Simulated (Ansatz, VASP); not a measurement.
Mg in VASP and in Ansatz

```
Mg
1.0
     3.16590    0.00000    0.00000
    -1.58295    2.74175    0.00000
     0.00000    0.00000    5.13991
Mg
2
Direct
  0.33333 0.66667 0.25000
  0.66667 0.33333 0.75000
```

Change from the starting cell: functional pbesol, volume scaled by 0.96, PAW files.

Alike in both runs: task electric field gradients; functional PBEsol; k mesh 12 × 12 × 7; occupations fermi-dirac, width 0.05 eV; no spin polarisation.

```csv
,VASP,Ansatz
version,VASP 6.6.1,Ansatz 0.2.0
potentials or method,"VASP PAW PBE potentials, release 64 (Mg)","PAW with Ansatz's default frozen-core files, scalar-relativistic"
plane-wave cutoff (eV),520,420
valence electrons in the cell,4,20
```

Ansatz gave:

- pressure (GPa): 0.3
- largest component of the traceless stress (GPa): 0.60
- Vzz of the field gradient on the site that differs most (V/Å²): 1.2

Task: Estimate VASP's values.

Result: Pressure (GPa): 0.3; largest component of the traceless stress (GPa): 0.61; Vzz of the field gradient on the site that differs most (V/Å²): 1.1.

The two sets of potentials don't hold the same shells in valence.

Caveats: the PAW data sets were made with another functional, which shifts forces and pressure a little (VASP).
